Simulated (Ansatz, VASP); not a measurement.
# Cross-check of Ga21P21H20 (GaP wire along [110], 42 atoms a period, H-terminated) between VASP and Ansatz

Aim: how closely do two programs agree when they are given the same cell, functional and k mesh? The structure shown is the end of the Ansatz relaxation below.

Main program and level: Ansatz 0.2.0; plane waves, with VASP 6.6.1 beside it; single point at PBE.

## (1) The starting structure

The cell holds 62 atoms: 21 P, 20 H and 21 Ga. Its edges and angles: a = 23.690 Å, b = 24.965 Å, c = 3.971 Å, α = 90.0°, β = 90.0°, γ = 90.0°. Vacuum lies along a and b. The structure's axis is c.

## (2) Ansatz: relaxation, PBE

Ansatz runs on its PAW soft_1 files.

This run makes the geometry at which the two programs are then compared.

Contents of input.yaml:

```yaml
crystal:
  lattice:
    - [23.69, 0.0, 0.0]
    - [0.0, 24.965, 0.0]
    - [0.0, 0.0, 3.8961583643]
  atoms:
    - { symbol: P, position: [0.17837108, 0.421962834, 0.0] }
    - { symbol: H, position: [0.198011712, 0.292255492, 0.0] }
    - { symbol: Ga, position: [0.236517977, 0.343930421, 0.0] }
    - { symbol: Ga, position: [0.236517977, 0.499995246, 0.0] }
    - { symbol: P, position: [0.41095867, 0.265898008, 0.0] }
    - { symbol: P, position: [0.41095867, 0.421962834, 0.0] }
    - { symbol: H, position: [0.430599302, 0.863799826, 0.0] }
    - { symbol: Ga, position: [0.469105567, 0.343930421, 0.0] }
    - { symbol: Ga, position: [0.469105567, 0.187865596, 0.0] }
    - { symbol: Ga, position: [0.469105567, 0.499995246, 0.0] }
    - { symbol: P, position: [0.643546259, 0.265898008, 0.0] }
    - { symbol: P, position: [0.643546259, 0.421962834, 0.0] }
    - { symbol: H, position: [0.678396867, 0.219128927, 0.0] }
    - { symbol: Ga, position: [0.701693157, 0.343930421, 0.0] }
    - { symbol: Ga, position: [0.701693157, 0.499995246, 0.0] }
    - { symbol: H, position: [0.856493217, 0.421962834, 0.168888049] }
    - { symbol: H, position: [0.856493217, 0.578027659, 0.168888049] }
    - { symbol: H, position: [0.143520473, 0.421962834, 0.299677272] }
    - { symbol: H, position: [0.143520473, 0.578027659, 0.299677272] }
    - { symbol: P, position: [0.294664875, 0.343930421, 0.5] }
    - { symbol: P, position: [0.294664875, 0.656060072, 0.5] }
    - { symbol: P, position: [0.294664875, 0.499995246, 0.5] }
    - { symbol: H, position: [0.314305507, 0.21422308, 0.5] }
    - { symbol: H, position: [0.314305507, 0.785767413, 0.5] }
    - { symbol: Ga, position: [0.352811772, 0.265898008, 0.5] }
    - { symbol: Ga, position: [0.352811772, 0.421962834, 0.5] }
    - { symbol: Ga, position: [0.352811772, 0.578027659, 0.5] }
    - { symbol: Ga, position: [0.352811772, 0.734092484, 0.5] }
    - { symbol: P, position: [0.527252465, 0.343930421, 0.5] }
    - { symbol: P, position: [0.527252465, 0.187865596, 0.5] }
    - { symbol: P, position: [0.527252465, 0.656060072, 0.5] }
    - { symbol: P, position: [0.527252465, 0.499995246, 0.5] }
    - { symbol: P, position: [0.527252465, 0.812124897, 0.5] }
    - { symbol: H, position: [0.562103072, 0.141096515, 0.5] }
    - { symbol: H, position: [0.562103072, 0.858893978, 0.5] }
    - { symbol: Ga, position: [0.585399362, 0.265898008, 0.5] }
    - { symbol: Ga, position: [0.585399362, 0.421962834, 0.5] }
    - { symbol: Ga, position: [0.585399362, 0.578027659, 0.5] }
    - { symbol: Ga, position: [0.585399362, 0.734092484, 0.5] }
    - { symbol: P, position: [0.759840054, 0.343930421, 0.5] }
    - { symbol: P, position: [0.759840054, 0.656060072, 0.5] }
    - { symbol: P, position: [0.759840054, 0.499995246, 0.5] }
    - { symbol: H, position: [0.794690661, 0.29716134, 0.5] }
    - { symbol: H, position: [0.794690661, 0.702829153, 0.5] }
    - { symbol: Ga, position: [0.817986952, 0.421962834, 0.5] }
    - { symbol: Ga, position: [0.817986952, 0.578027659, 0.5] }
    - { symbol: H, position: [0.143520473, 0.421962834, 0.700322728] }
    - { symbol: H, position: [0.143520473, 0.578027659, 0.700322728] }
    - { symbol: H, position: [0.856493217, 0.421962834, 0.831111951] }
    - { symbol: H, position: [0.856493217, 0.578027659, 0.831111951] }
    - { symbol: P, position: [0.17837108, 0.578027659, 0.0] }
    - { symbol: H, position: [0.198011712, 0.707735001, 0.0] }
    - { symbol: Ga, position: [0.236517977, 0.656060072, 0.0] }
    - { symbol: P, position: [0.41095867, 0.578027659, 0.0] }
    - { symbol: P, position: [0.41095867, 0.734092484, 0.0] }
    - { symbol: H, position: [0.430599302, 0.136190667, 0.0] }
    - { symbol: Ga, position: [0.469105567, 0.656060072, 0.0] }
    - { symbol: Ga, position: [0.469105567, 0.812124897, 0.0] }
    - { symbol: P, position: [0.643546259, 0.578027659, 0.0] }
    - { symbol: P, position: [0.643546259, 0.734092484, 0.0] }
    - { symbol: H, position: [0.678396867, 0.780861566, 0.0] }
    - { symbol: Ga, position: [0.701693157, 0.656060072, 0.0] }
kpoints:
  mp_grid: { grid: [1, 1, 21] }
scf:
  occupations: { method: fermi_dirac, width: 0.05 }
hamiltonian:
  xc: pbe
  pseudopotentials: { kind: paw, azcp: { folder: soft_1 } }
relax:
  cell: { fix: [a, b, alpha, beta, gamma] }
  max_steps: 45
  f_tol: 0.03
```

Run with:

```console
$ ansatz run input.yaml --threads 16 --pin off --max-ram 61440MiB --backend cuda --events-out ev --progress --plain --runs-dir out --max-vram 78GiB
```

Numbers of over 12 decimals in the logs are rounded to 6 here.

The log of the run:

```text
Engine: ansatz 0.2.0, aarch64-unknown-linux-gnu
Pseudopotentials: kind: paw
Pseudopotential: P, paw, valence charge 5, recommended cutoff 420 eV (normal), soft_1/P.paw.azcp
Pseudopotential: H, paw, valence charge 1, recommended cutoff 420 eV (normal), soft_1/H.paw.azcp
Pseudopotential: Ga, paw, valence charge 13, recommended cutoff 420 eV (normal), soft_1/Ga.paw.azcp
Functional definition: PBE
  parameter kappa = 0.804
  parameter beta = 0.066725
  exchange = pbe_x(kappa = kappa, mu = beta*pi^2/3)
  correlation = pbe_c(beta = beta)
[...]
Crystal: 62 atoms, lattice volume = 2304.269 Å³
Basis set: ecut = 420 eV, 45197 PW (Γ), exchange–correlation on 320×360×54 points (8 copies of the dense FFT grid, shifted against one another)
Bands: 261, of which v1, the nominal top of the filled ones, is band 199 counted from 1 (198 counted from 0)
Symmetry: 4 space group operations
Space group: Pmm2 (ITA 25), of the structure as read, at distance tolerance 1.3e-4 Å
k-points: 11 of 21
Non-local potential: P, projectors of the file, l = 0: 2, l = 1: 2, l = 2: 1
Non-local potential: H, projectors of the file, l = 0: 2, l = 1: 1
Non-local potential: Ga, projectors of the file, l = 0: 2, l = 1: 2, l = 2: 3, l = 3: 1
PAW form: soft (Blöchl's): semilocal exchange-correlation on the pseudo side does not see the compensation charge
PAW one-centre angular grid: P, 110 points (default); XC on 64 Gauss nodes
PAW one-centre angular grid: H, 110 points (default); XC on 64 Gauss nodes
PAW one-centre angular grid: Ga, 590 points (default); XC on 64 Gauss nodes
Initial density: superposition of atomic densities (neutral atoms: chi_scale 0, normalization atom)
Initial wavefunctions: pseudopotential atomic-orbital guess
[...]
Functional: x = pbe(κ = 0.804, μ = 0.219515), c = pbe(β = 0.066725)
SCF iter   1: F=—  HF=-95650.971024 eV  |F-HF|=—  |Δ(HF+E_count)|=         —  Δρ=3.86e-2  dr2=3.78e1  ethr=3.10e-3  ⟨swp⟩=9.5  Hψ=14920  notcnv=0  defer=154
preconditioner: auto → Resta (q_TF=auto, 2.036 Å⁻¹)  ε∞=2.3  [insulator: Δε(μ)=1.893 eV  Ē_g=13.665 eV  σ=0.050 eV  W_gap=1.00  n_scr=336 (ndim 8)  ℏωp=15.4 eV  f_vac=0.502  D(μ)=0.00/eV (n_scr^D=0)  ε∞_Penn≈2.3  vacuum switching on, ρ_ref=1.4e-2 e/Å³]
SCF iter   2: F=—  HF=-95642.095022 eV  |F-HF|=—  |Δ(HF+E_count)|=    8.88e0  Δρ=1.84e-2  dr2=1.38e1  ethr=3.10e-3  ⟨swp⟩=4.1  Hψ=6201  notcnv=0  defer=574
preconditioner: auto → LDOS  [metal: Δε(μ)=0.044 eV  Ē_g=13.989 eV  σ=0.050 eV  W_gap=0.22  n_scr=336 (ndim 8)  ℏωp=15.4 eV  f_vac=0.513  D(μ)=7.23/eV (n_scr^D=24)  β→1.0]
SCF iter   3: F=—  HF=-95641.144917 eV  |F-HF|=—  |Δ(HF+E_count)|=   9.50e-1  Δρ=5.26e-3  dr2=4.38e0  ethr=3.10e-3  ⟨swp⟩=3.3  Hψ=4420  notcnv=0  defer=443
[...]
SCF iter  15: F=-95640.359588 eV  HF=-95640.359587 eV  |F-HF|=1.93e-8  |Δ(HF+E_count)|=   4.85e-8  Δρ=1.13e-6  dr2=8.87e-8  ethr=2.51e-11  ⟨swp⟩=3.1  Hψ=10940  notcnv=0
SCF 1 converged in 15 iterations: F = -95640.359588 eV  dr2 = 8.87e-8
  greatest PAW one-centre occupation: 0.994 electrons in one spin orbital (limit 2), on the Ga atom at site 2 (counted from 0), in its partial waves of l = 2
relax step   1: F+E_penalty+E_count = -95640.35958751 eV  Δ(F+E_penalty+E_count) = +0.000e0 eV  max|allowed force component| = 1.009e0 eV/Å  Δτ_max = 0.0000 Å  P = +0.186 GPa  Ω = 2304.269 Å³  fix = [a, b, alpha, beta, gamma]  reactions: a -0.037, b -0.111 GPa  (15 SCF iters, dr2 threshold 1.00e-7 eV, accepted)
[...]
relax step   2: F+E_penalty+E_count = -95641.38922314 eV  Δ(F+E_penalty+E_count) = -1.030e0 eV  max|allowed force component| = 5.913e-1 eV/Å  Δτ_max = 0.1939 Å  P = -0.094 GPa  Ω = 2347.430 Å³  energy of the carried Pulay correction = -6.190e-3 eV  fix = [a, b, alpha, beta, gamma]  reactions: a -0.232, b +0.081 GPa  (9 SCF iters, dr2 threshold 6.20e-6 eV, accepted)
[...]
relax step   3: F+E_penalty+E_count = -95641.47000463 eV  Δ(F+E_penalty+E_count) = -8.078e-2 eV  max|allowed force component| = 2.190e-1 eV/Å  Δτ_max = 0.0766 Å  P = -0.043 GPa  Ω = 2349.268 Å³  energy of the carried Pulay correction = -6.451e-3 eV  fix = [a, b, alpha, beta, gamma]  reactions: a -0.063, b +0.013 GPa  (7 SCF iters, dr2 threshold 6.20e-6 eV, accepted)
[...]
relax step   4: F+E_penalty+E_count = -95641.48115504 eV  Δ(F+E_penalty+E_count) = -1.115e-2 eV  max|allowed force component| = 6.936e-2 eV/Å  Δτ_max = 0.0853 Å  P = +0.009 GPa  Ω = 2348.140 Å³  energy of the carried Pulay correction = -6.291e-3 eV  fix = [a, b, alpha, beta, gamma]  reactions: a -0.012, b +0.017 GPa  (8 SCF iters, dr2 threshold 3.00e-6 eV, accepted)
[...]
relax step   5: F+E_penalty+E_count = -95641.48718387 eV  Δ(F+E_penalty+E_count) = -6.029e-3 eV  max|allowed force component| = 3.135e-2 eV/Å  Δτ_max = 0.0264 Å  P = -0.010 GPa  Ω = 2349.058 Å³  energy of the carried Pulay correction = -6.421e-3 eV  fix = [a, b, alpha, beta, gamma]  reactions: a -0.025, b -0.000 GPa  (8 SCF iters, dr2 threshold 3.01e-7 eV, accepted)
[...]
relax step   6: F+E_penalty+E_count = -95641.48760466 eV  Δ(F+E_penalty+E_count) = -4.208e-4 eV  max|allowed force component| = 4.748e-3 eV/Å  Δτ_max = 0.0060 Å  P = -0.007 GPa  Ω = 2348.607 Å³  energy of the carried Pulay correction = -6.357e-3 eV  fix = [a, b, alpha, beta, gamma]  reactions: a -0.026, b +0.005 GPa  (7 SCF iters, dr2 threshold 6.14e-8 eV, accepted)
[...]
relax step   7: F+E_penalty+E_count = -95641.49426694 eV  Δ(F+E_penalty+E_count) = -6.662e-3 eV  max|allowed force component| = 4.724e-3 eV/Å  Δτ_max = 0.0000 Å  P = -0.005 GPa  Ω = 2348.607 Å³  fix = [a, b, alpha, beta, gamma]  reactions: a -0.026, b +0.005 GPa  stress off target by 4.06e-3 GPa on what of the cell is left free  SCF on the basis re-selected at this cell (its energy is not comparable with the rows above)  (11 SCF iters)
[...]
atoms:
    - { symbol: P, position: [0.188078, 0.419652, 0] }
    - { symbol: H, position: [0.195796, 0.288266, 0] }
    - { symbol: Ga, position: [0.240489, 0.334195, 0] }
    - { symbol: Ga, position: [0.243203, 0.5, 0] }
    - { symbol: P, position: [0.410118, 0.265279, 0] }
    - { symbol: P, position: [0.411043, 0.421455, 0] }
    - { symbol: H, position: [0.429913, 0.868015, 0] }
    - { symbol: Ga, position: [0.468387, 0.342284, 0] }
    - { symbol: Ga, position: [0.464449, 0.185275, 0] }
    - { symbol: Ga, position: [0.469243, 0.5, 0] }
    - { symbol: P, position: [0.639006, 0.270854, 0] }
    - { symbol: P, position: [0.642344, 0.423551, 0] }
    - { symbol: H, position: [0.672813, 0.223621, 0] }
    - { symbol: Ga, position: [0.701492, 0.346943, 0] }
    - { symbol: Ga, position: [0.705338, 0.5, 0] }
    - { symbol: H, position: [0.859230, 0.420902, 0.173598] }
    - { symbol: H, position: [0.859230, 0.579098, 0.173598] }
    - { symbol: H, position: [0.148226, 0.423511, 0.265614] }
    - { symbol: H, position: [0.148226, 0.576489, 0.265614] }
    - { symbol: P, position: [0.296024, 0.342072, 0.5] }
    - { symbol: P, position: [0.296024, 0.657928, 0.5] }
    - { symbol: P, position: [0.298137, 0.5, 0.5] }
    - { symbol: H, position: [0.313319, 0.211244, 0.5] }
    - { symbol: H, position: [0.313319, 0.788756, 0.5] }
    - { symbol: Ga, position: [0.352817, 0.261531, 0.5] }
    - { symbol: Ga, position: [0.354539, 0.419356, 0.5] }
    - { symbol: Ga, position: [0.354539, 0.580644, 0.5] }
    - { symbol: Ga, position: [0.352817, 0.738469, 0.5] }
    - { symbol: P, position: [0.525764, 0.345071, 0.5] }
    - { symbol: P, position: [0.521974, 0.191597, 0.5] }
    - { symbol: P, position: [0.525764, 0.654929, 0.5] }
    - { symbol: P, position: [0.526118, 0.5, 0.5] }
    - { symbol: P, position: [0.521974, 0.808403, 0.5] }
    - { symbol: H, position: [0.558560, 0.146265, 0.5] }
    - { symbol: H, position: [0.558560, 0.853735, 0.5] }
    - { symbol: Ga, position: [0.582269, 0.267016, 0.5] }
    - { symbol: Ga, position: [0.585632, 0.422563, 0.5] }
    - { symbol: Ga, position: [0.585632, 0.577437, 0.5] }
    - { symbol: Ga, position: [0.582269, 0.732984, 0.5] }
    - { symbol: P, position: [0.757117, 0.350674, 0.5] }
    - { symbol: P, position: [0.757117, 0.649326, 0.5] }
    - { symbol: P, position: [0.760951, 0.5, 0.5] }
    - { symbol: H, position: [0.786966, 0.301041, 0.5] }
    - { symbol: H, position: [0.786966, 0.698959, 0.5] }
    - { symbol: Ga, position: [0.824576, 0.425134, 0.5] }
    - { symbol: Ga, position: [0.824576, 0.574866, 0.5] }
    - { symbol: H, position: [0.148226, 0.423511, 0.734386] }
    - { symbol: H, position: [0.148226, 0.576489, 0.734386] }
    - { symbol: H, position: [0.859230, 0.420902, 0.826402] }
    - { symbol: H, position: [0.859230, 0.579098, 0.826402] }
    - { symbol: P, position: [0.188078, 0.580348, 0] }
    - { symbol: H, position: [0.195796, 0.711734, 0] }
    - { symbol: Ga, position: [0.240489, 0.665805, 0] }
    - { symbol: P, position: [0.411043, 0.578545, 0] }
    - { symbol: P, position: [0.410118, 0.734721, 0] }
    - { symbol: H, position: [0.429913, 0.131985, 0] }
    - { symbol: Ga, position: [0.468387, 0.657716, 0] }
    - { symbol: Ga, position: [0.464449, 0.814725, 0] }
    - { symbol: P, position: [0.642344, 0.576449, 0] }
    - { symbol: P, position: [0.639006, 0.729146, 0] }
    - { symbol: H, position: [0.672813, 0.776379, 0] }
    - { symbol: Ga, position: [0.701492, 0.653057, 0] }
```

Reading the cycles: dr2 is the Hartree energy of the density residual (eV), the measure of convergence; HF is the Harris–Foulkes estimate of the energy, which meets the free energy F at convergence.

(Continued in part 2 of 2.)

[Lines on the potential files, build, host, timing and source positions are cut from VASP's logs without a mark.]

[Logs are printed without paths, hosts, clocks, repeated set-up lines and the standing remarks that a program may print on its own settings, such as how far it seeks lower states.]

[Hosts, paths, dates, database ids (printed as entryN), source tags and the programs' standing remarks are cut or masked in the printed files.]
